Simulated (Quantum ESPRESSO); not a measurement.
Crystal: Cl.

```
CELL_PARAMETERS angstrom
3.14500 -2.25000 0.00000
3.14500 2.25000 0.00000
0.00000 0.00000 8.21000
ATOMIC_POSITIONS crystal
Cl 0.37000 0.63000 0.40000
Cl 0.13000 0.87000 0.90000
Cl 0.63000 0.37000 0.60000
Cl 0.87000 0.13000 0.10000
```

Base run:

```yaml
Program: Quantum ESPRESSO 7.5
Functional: BLYP
Potentials_or_basis: PseudoDojo 0.4.1 SR PBE standard
Cutoff: 789 eV
Density_cutoff: 3157 eV
k_mesh: 6 × 6 × 2, shifted
Occupations: fermi-dirac, width 0.05 eV
Spin: no spin polarisation
```

Its results: pressure 2.5 GPa; largest force 0.613 eV/Å; electronic dielectric tensor (diagonal) 2.26, 3.04, 4.20.

Problem. The run is repeated on the same cell with these changes: functional from BLYP to AM05. What comes out?

Solution. Pressure -0.2 GPa; largest force 0.292 eV/Å; electronic dielectric tensor (diagonal) 2.27, 3.06, 4.24.

AM05 binds more tightly than BLYP, so the same cell stands under less pressure.

Caveats: the potentials were made for another functional, which shifts forces and pressure.
